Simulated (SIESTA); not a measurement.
Crystal: CoO.

```
Co O
1.0
     0.00000    2.13150    2.13150
     2.13150    0.00000    2.13150
     2.13150    2.13150    0.00000
Co O
1 1
Direct
  0.00000 0.00000 0.00000
  0.50000 0.50000 0.50000
```

Base run:

```yaml
Program: SIESTA 5.4.2
Functional: PBE
Potentials_or_basis: PseudoDojo 0.4 standard (PBE files)
Basis: DZP (energy shift 0.002 Ry)
Grid_cutoff: 800 Ry
Energy_shift: 0.002 Ry
k_mesh: 8 × 8 × 8
Occupations: fermi-dirac, width 0.05 eV
Spin: collinear spin, ferromagnetic start
Starting_moments: "[2.0, 0.0] μB"
```

Its results: band gap on the k mesh none (metal or under the smearing width); pressure -0.9 GPa; net moment 2.97 μB per cell; site moments Co +2.62; O +0.35 μB.

Problem. The run is repeated on the same cell with these changes: functional from PBE to PBEsol; potentials or basis from PseudoDojo 0.4 standard (PBE files) to PseudoDojo 0.4 standard (PBEsol files). What comes out?

Solution. Band gap on the k mesh none (metal or under the smearing width); pressure -10.2 GPa; net moment 2.95 μB per cell; site moments Co +2.59; O +0.36 μB.

Caveats: semicore shells carry a single zeta, which can move pressures by several GPa and volumes by a few percent; the basis of atomic orbitals isn't converged, which shifts pressures, moduli and gaps; a cell with one magnetic atom can't hold antiferromagnetic order, which such compounds often take; semilocal functionals often make such compounds metallic where correlation or magnetic order opens a gap, which also shifts bond lengths.

Not every run made on this cell is shown here.
